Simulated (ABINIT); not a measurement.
Fe:

```xyz
1
Lattice="-1.4430 1.4430 1.4430 1.4430 -1.4430 1.4430 1.4430 1.4430 -1.4430" Properties=species:S:1:pos:R:3 pbc="T T T"
Fe    0.0000    0.0000    0.0000
```

Base run:

```yaml
Program: ABINIT 10.8.3 (patched build)
Functional: RPBE
Potentials_or_basis: JTH PAW PBE v2.0
Cutoff: 707 eV
k_mesh: 13 × 13 × 13
Occupations: fermi-dirac, width 0.05 eV
Spin: collinear spin, ferromagnetic start
Starting_moments: "[3.0] μB"
```

Its results: band gap on the k mesh none (metal or under the smearing width); pressure -4.4 GPa; net moment 2.31 μB per cell; site moments Fe +2.38 μB.

Q: The run is repeated on the same cell with these changes: functional from RPBE to PBEsol. What comes out?

A: Band gap on the k mesh none (metal or under the smearing width); pressure -18.2 GPa; net moment 2.27 μB per cell; site moments Fe +2.32 μB.

PBEsol binds more tightly than RPBE, so the same cell stands under less pressure.

Caveats: the PAW data sets were made with another functional, which shifts forces and pressure a little (some runs); so large a pressure means that the cell lies far from this level's equilibrium, or that cutoff or potentials fall short (some runs); the potentials were made for another functional, which shifts forces and pressure (some runs).
